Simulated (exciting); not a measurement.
# AgBr: the Br K edge from the Bethe–Salpeter equation

Aim: the Br K absorption edge of AgBr with the electron–hole interaction treated explicitly, and what each term of the kernel does.

Calculated with exciting sodium; X-ray absorption, core-level Bethe-Salpeter equation, exchange and statically screened direct term, Tamm-Dancoff, all-electron LAPW+lo PBE.

Report form: the programs' logs are mostly left out.

The database entry behind the starting cell differs from later determinations by our own check (about 0.6 % short of the room-temperature cell), so it need not match the best structure at ambient conditions.

### Step 1. Starting point

Symmetry: Fm-3m, No. 225, cubic system. Conventional cell: a = 5.740 Å, b = 5.740 Å, c = 5.740 Å, α = 90.00°, β = 90.00°, γ = 90.00°. Nearest to Ag lie 6 Br at 2.87 Å. Nearest to Br lie 6 Ag at 2.87 Å. Farther neighbours and most contacts between anions are not listed.

As a file:

```cif
data_structure
_symmetry_space_group_name_H-M 'P 1'
_symmetry_Int_Tables_number 1
_cell_length_a 4.0590
_cell_length_b 4.0590
_cell_length_c 4.0590
_cell_angle_alpha 60.000
_cell_angle_beta 60.000
_cell_angle_gamma 60.000
_cell_volume 47.29
loop_
_atom_site_label
_atom_site_type_symbol
_atom_site_fract_x
_atom_site_fract_y
_atom_site_fract_z
_atom_site_occupancy
Ag1 Ag 0.00000 0.00000 0.00000 1
Br2 Br 0.50000 0.50000 0.50000 1
```

Differences between curves are given as r.m.s. difference over r.m.s. height.

### Step 2. Ground state

The species files are the program's own, with muffin-tin radii set in the input.

Input file input.xml:

```
<input>
  <title>AgBr</title>
  <structure speciespath="." autormt="false" epslat="1.0e-5">
    <crystal>
      <basevect>0.0000000000 5.4237974356 5.4237974356</basevect>
      <basevect>5.4237974356 0.0000000000 5.4237974356</basevect>
      <basevect>5.4237974356 5.4237974356 0.0000000000</basevect>
    </crystal>
    <species speciesfile="Ag.xml" rmt="2.300">
      <atom coord="0.0000000000 0.0000000000 0.0000000000"/>
    </species>
    <species speciesfile="Br.xml" rmt="2.300">
      <atom coord="0.5000000000 0.5000000000 0.5000000000"/>
    </species>
  </structure>
  <groundstate do="fromscratch" xctype="GGA_PBE" ngridk="4 4 4" rgkmax="7" gmaxvr="14" nempty="8" swidth="0.001" maxscl="100" epsengy="1e-5"/>
</input>
```

Command:

```
OMP_NUM_THREADS=1 mpirun -n 2 exciting
```

Run time: 21 s. Hardware: 2 MPI ranks of Arm Neoverse V1, shared host.

The warnings file holds hints only, no warning.

The mesh shows a gap of 0.61 eV. Core levels (Dirac, from the valence top):

```csv
atom,level,energy (eV)
Br,2s1/2,-1726.2
Br,2p1/2,-1553.8
Br,2p3/2,-1506.3
Br,3s1/2,-231.9
Br,3p1/2,-172.0
Br,3p3/2,-165.1
```

### Step 3. A richer basis for the empty states

Each species file gets more local orbitals, built from u and its energy derivative at 0.15 Ha and u at 0.9 Ha.

input.xml is that of step 2.

Input file SPECIES.xml, added lines:

```
<lo l="L">  <!-- L = 0, 1, 2 -->
  <wf matchingOrder="0" trialEnergy="0.1500" searchE="false"/>
  <wf matchingOrder="1" trialEnergy="0.1500" searchE="false"/>
  <wf matchingOrder="0" trialEnergy="0.9000" searchE="false"/>
</lo>
```

Command:

```
OMP_NUM_THREADS=1 mpirun -n 2 exciting
```

Run time: 20 s. Hardware: 2 MPI ranks.

Against the first ground state the total energy moves by -4 meV an atom and the gap by -0.01 eV.

### Step 4. Screening, kernels and BSE for Br atom 2

The absorber has 6 Ag at 2.87 Å (octahedral, site symmetry m-3m).

input.xml: that of step 3 with these lines changed.

```diff
@@ -15,3 +15,20 @@
   </structure>
-  <groundstate do="fromscratch" xctype="GGA_PBE" ngridk="4 4 4" rgkmax="7" gmaxvr="14" nempty="8" swidth="0.001" maxscl="100" epsengy="1e-5"/>
+  <groundstate do="skip" xctype="GGA_PBE" ngridk="4 4 4" rgkmax="7" gmaxvr="14" nempty="8" swidth="0.001" maxscl="100" epsengy="1e-5"/>
+  <xs xstype="BSE" ngridk="5 5 5" ngridq="5 5 5" vkloff="0.097 0.273 0.493" rgkmax="7" nempty="23" gqmax="3" lmaxapwwf="5" lmaxemat="2" broad="0.04630" tevout="true">
+    <energywindow intv="488.624 490.241" points="439"/>
+    <screening screentype="full" nempty="41"/>
+    <BSE xas="true" xasspecies="2" xasatom="1" xasedge="K" bsetype="singlet" nstlxas="1 19"/>
+    <qpointset>
+      <qpoint>0 0 0</qpoint>
+    </qpointset>
+    <plan>
+      <doonly task="xsgeneigvec"/>
+      <doonly task="writepmatxs"/>
+      <doonly task="scrgeneigvec"/>
+      <doonly task="scrwritepmat"/>
+      <doonly task="screen"/>
+      <doonly task="scrcoulint"/>
+      <doonly task="exccoulint"/>
+    </plan>
+  </xs>
 </input>
```

Input file input.xml for the last start (plan only):

```
  <plan>
    <doonly task="bse"/>
  </plan>
```

Command:

```
OMP_NUM_THREADS=1 mpirun -n 2 exciting
OMP_NUM_THREADS=2 exciting
```

Wall time 32 min (2 MPI ranks).

Wall time by task: xsgeneigvec 6.3 s, writepmatxs 18 s, scrgeneigvec 4.7 s, scrwritepmat 2.9 s, screen 3.3 min, scrcoulint 12 min, exccoulint 14 min, bse 2 min.

The Br K spectrum of Br atom 2 (energy from the Kohn–Sham onset, core level to the lowest empty state found on the meshes used, 13308.13 eV; the ground-state mesh sets it, and the shifted mesh has its lowest transition 0.48 eV above it; Im ε scaled to the maximum of the singlet run; cut below the end of the band set):

```csv
E (eV),Im ε
-8.5,0.03
-8.0,0.03
-7.5,0.03
-7.0,0.03
-6.5,0.04
-6.0,0.04
-5.5,0.05
-5.0,0.05
-4.5,0.06
-4.0,0.07
-3.5,0.07
-3.0,0.09
-2.5,0.10
-2.0,0.12
-1.5,0.15
-1.0,0.19
-0.5,0.25
0.0,0.34
0.5,0.47
1.0,0.63
1.5,0.79
2.0,0.90
2.5,0.92
3.0,0.88
3.5,0.84
4.0,0.85
4.5,0.90
5.0,0.95
5.5,0.99
6.0,0.99
6.5,0.90
7.0,0.76
7.5,0.62
8.0,0.52
8.5,0.46
9.0,0.41
9.5,0.39
10.0,0.36
10.5,0.34
11.0,0.31
11.5,0.30
12.0,0.31
12.5,0.32
13.0,0.35
13.5,0.39
14.0,0.44
14.5,0.48
15.0,0.51
15.5,0.53
16.0,0.53
16.5,0.53
17.0,0.54
17.5,0.53
18.0,0.51
18.5,0.48
19.0,0.45
19.5,0.44
20.0,0.43
20.5,0.42
21.0,0.42
21.5,0.42
22.0,0.43
```

Maxima (height): 2.3 eV (0.92), 5.7 eV (1.00) and 17.2 eV (0.54).

The Hamiltonian has 4750 rows. The lowest groups of eigenvalues and the brightest ones, on the scale above (the program counts from the shifted mesh's onset, 0.48 eV higher). Core spinors bring spin-forbidden partners, so dark means forbidden by spin or by symmetry, and the shifted mesh splits states that symmetry would keep together:

```csv
energy (eV),states within 10 meV,relative strength
0.127,2,0.060
0.610,2,0.12
0.663,2,0.041
0.859,2,0.086
0.901,2,0.13
0.966,2,0.072
1.624,2,0.63
1.741,2,0.54
1.896,2,1.00
2.011,4,0.42
2.244,4,0.42
2.460,4,0.43
4.600,2,0.41
```

### Step 5. Independent particles

input.xml: that of step 4 with these lines changed.

```diff
@@ -19,3 +19,3 @@
     <screening screentype="full" nempty="41"/>
-    <BSE xas="true" xasspecies="2" xasatom="1" xasedge="K" bsetype="singlet" nstlxas="1 19"/>
+    <BSE xas="true" xasspecies="2" xasatom="1" xasedge="K" bsetype="IP" nstlxas="1 19"/>
     <qpointset>
@@ -24,9 +24,3 @@
     <plan>
-      <doonly task="xsgeneigvec"/>
-      <doonly task="writepmatxs"/>
-      <doonly task="scrgeneigvec"/>
-      <doonly task="scrwritepmat"/>
-      <doonly task="screen"/>
-      <doonly task="scrcoulint"/>
-      <doonly task="exccoulint"/>
+      <doonly task="bse"/>
     </plan>
```

Command:

```
OMP_NUM_THREADS=2 exciting
```

Wall time 3 s (2 threads).

Maxima (height): 7.1 eV (0.96) and 18.2 eV (0.59). Against the singlet run the r.m.s. difference is 36 %. Moving the earlier curve by +1.8 eV leaves 18 %. The highest maximum lies at 7.1 eV (0.96), against 5.7 eV (1.00).

### Step 6. Exchange alone

input.xml: that of step 5 with these lines changed.

```diff
@@ -19,3 +19,3 @@
     <screening screentype="full" nempty="41"/>
-    <BSE xas="true" xasspecies="2" xasatom="1" xasedge="K" bsetype="IP" nstlxas="1 19"/>
+    <BSE xas="true" xasspecies="2" xasatom="1" xasedge="K" bsetype="RPA" nstlxas="1 19"/>
     <qpointset>
```

Command:

```
OMP_NUM_THREADS=2 exciting
```

Wall time 1.9 min (2 threads).

Maxima (height): 7.1 eV (0.96) and 18.2 eV (0.59). The spectrum is that of the independent-particle run within 1 %.

### Step 7. Broadening

Changed against the first singlet run: half width (eV) from 1.26 to 3.78.

input.xml: that of step 6 with these lines changed.

```diff
@@ -16,6 +16,6 @@
   <groundstate do="skip" xctype="GGA_PBE" ngridk="4 4 4" rgkmax="7" gmaxvr="14" nempty="8" swidth="0.001" maxscl="100" epsengy="1e-5"/>
-  <xs xstype="BSE" ngridk="5 5 5" ngridq="5 5 5" vkloff="0.097 0.273 0.493" rgkmax="7" nempty="23" gqmax="3" lmaxapwwf="5" lmaxemat="2" broad="0.04630" tevout="true">
+  <xs xstype="BSE" ngridk="5 5 5" ngridq="5 5 5" vkloff="0.097 0.273 0.493" rgkmax="7" nempty="23" gqmax="3" lmaxapwwf="5" lmaxemat="2" broad="0.13891" tevout="true">
     <energywindow intv="488.624 490.241" points="439"/>
     <screening screentype="full" nempty="41"/>
-    <BSE xas="true" xasspecies="2" xasatom="1" xasedge="K" bsetype="RPA" nstlxas="1 19"/>
+    <BSE xas="true" xasspecies="2" xasatom="1" xasedge="K" bsetype="singlet" nstlxas="1 19"/>
     <qpointset>
```

Command:

```
OMP_NUM_THREADS=2 exciting
```

The job ended after 2 min (2 threads).

The spectrum differs from the singlet run by 30 % r.m.s. The highest maximum lies at 4.8 eV (0.63), against 5.7 eV (1.00). Only the width of each line changes; the area stays. A table step wider than the lines misses their tops.

```csv
E (eV),first run,this run
-11.0,0.02,0.05
-10.0,0.02,0.06
-9.0,0.02,0.07
-8.0,0.03,0.08
-7.0,0.03,0.09
-6.0,0.04,0.11
-5.0,0.05,0.13
-4.0,0.07,0.16
-3.0,0.09,0.20
-2.0,0.12,0.24
-1.0,0.19,0.31
0.0,0.34,0.38
1.0,0.63,0.47
2.0,0.90,0.54
3.0,0.88,0.59
4.0,0.85,0.62
5.0,0.95,0.63
6.0,0.99,0.61
7.0,0.76,0.57
8.0,0.52,0.52
9.0,0.41,0.47
10.0,0.36,0.43
11.0,0.31,0.41
12.0,0.31,0.40
13.0,0.35,0.40
14.0,0.44,0.41
15.0,0.51,0.42
16.0,0.53,0.43
17.0,0.54,0.43
18.0,0.51,0.42
19.0,0.45,0.41
20.0,0.43,0.39
21.0,0.42,0.38
22.0,0.43,0.37
```

### Step 8. Shipped basis

Changed against the first singlet run: added local orbitals (Ha) from 0.9 to none.

input.xml: that of step 7 with these lines changed.

```diff
@@ -16,4 +16,4 @@
   <groundstate do="skip" xctype="GGA_PBE" ngridk="4 4 4" rgkmax="7" gmaxvr="14" nempty="8" swidth="0.001" maxscl="100" epsengy="1e-5"/>
-  <xs xstype="BSE" ngridk="5 5 5" ngridq="5 5 5" vkloff="0.097 0.273 0.493" rgkmax="7" nempty="23" gqmax="3" lmaxapwwf="5" lmaxemat="2" broad="0.13891" tevout="true">
-    <energywindow intv="488.624 490.241" points="439"/>
+  <xs xstype="BSE" ngridk="5 5 5" ngridq="5 5 5" vkloff="0.097 0.273 0.493" rgkmax="7" nempty="23" gqmax="3" lmaxapwwf="5" lmaxemat="2" broad="0.04630" tevout="true">
+    <energywindow intv="488.622 490.239" points="439"/>
     <screening screentype="full" nempty="41"/>
@@ -24,3 +24,9 @@
     <plan>
-      <doonly task="bse"/>
+      <doonly task="xsgeneigvec"/>
+      <doonly task="writepmatxs"/>
+      <doonly task="scrgeneigvec"/>
+      <doonly task="scrwritepmat"/>
+      <doonly task="screen"/>
+      <doonly task="scrcoulint"/>
+      <doonly task="exccoulint"/>
     </plan>
```

Command:

```
OMP_NUM_THREADS=1 mpirun -n 2 exciting
```

Wall time 24 min (2 MPI ranks).

The run was cut off at its time limit.

### Step 9. From independent particles to the full kernel

```csv
level,curve passes 0.15 (eV),highest maximum (eV),its height
IP,0.2,7.1,0.96
RPA,0.2,7.1,0.96
singlet,-1.5,5.7,1.00
```

```csv
E (eV),IP,RPA,singlet
-8.0,0.02,0.02,0.03
-7.0,0.02,0.02,0.03
-6.0,0.03,0.03,0.04
-5.0,0.03,0.03,0.05
-4.0,0.04,0.04,0.07
-3.0,0.05,0.05,0.09
-2.0,0.06,0.06,0.12
-1.0,0.09,0.09,0.19
0.0,0.14,0.14,0.34
1.0,0.23,0.23,0.63
2.0,0.39,0.39,0.90
3.0,0.55,0.55,0.88
4.0,0.58,0.58,0.85
5.0,0.62,0.62,0.95
6.0,0.76,0.76,0.99
7.0,0.95,0.95,0.76
8.0,0.84,0.84,0.52
9.0,0.60,0.60,0.41
10.0,0.48,0.48,0.36
11.0,0.40,0.40,0.31
12.0,0.33,0.33,0.31
13.0,0.32,0.32,0.35
14.0,0.37,0.37,0.44
15.0,0.44,0.44,0.51
16.0,0.50,0.50,0.53
17.0,0.54,0.54,0.54
18.0,0.59,0.59,0.51
19.0,0.57,0.57,0.45
20.0,0.53,0.53,0.43
21.0,0.51,0.51,0.42
22.0,0.52,0.52,0.43
```

### Step 10. Outcome

```yaml
absorber_and_edge: Br K, atom 2
surroundings: 6 Ag at 2.87 Å (octahedral, site symmetry m-3m)
first_bright_state: 0.13 eV from the Kohn–Sham onset, on this mesh
highest_maximum: 5.7 eV
cost_of_the_bse_run: 32 min on 2 MPI ranks of Arm Neoverse V1, shared host; the last task ran on as many threads
```

Is a core exciton bound? Undecided on this mesh: the first bright state (over 5 % of the brightest) lies at 0.13 eV from the Kohn–Sham onset and at -0.35 eV from the lowest bare transition of its own mesh. Changing the half width (eV) from 1.26 to 3.78 alters the spectrum by 30 % r.m.s. Exchange alone changes the independent-particle spectrum by 0.0 % r.m.s. With 125 k points the binding energies are rough. Exchange and the short-range direct term aren't converged in the kernel cutoff. The zero comes from the unshifted 4×4×4 ground-state mesh; it is exact only where the band minimum lies on that mesh. The Kohn–Sham onset, 13308 eV, is no photon energy: the scale needs a rigid shift. No quasiparticle correction widens the gap or stretches the bands. Vibrations and energy-dependent lifetimes are left out. The structure is a published determination, not relaxed.

[Logs are printed without paths, hosts, clocks, repeated set-up lines and the standing remarks that a program may print on its own settings, such as how far it seeks lower states.]

[Hosts, paths, dates, database ids (printed as entryN), source tags and the programs' standing remarks are cut or masked in the printed files.]
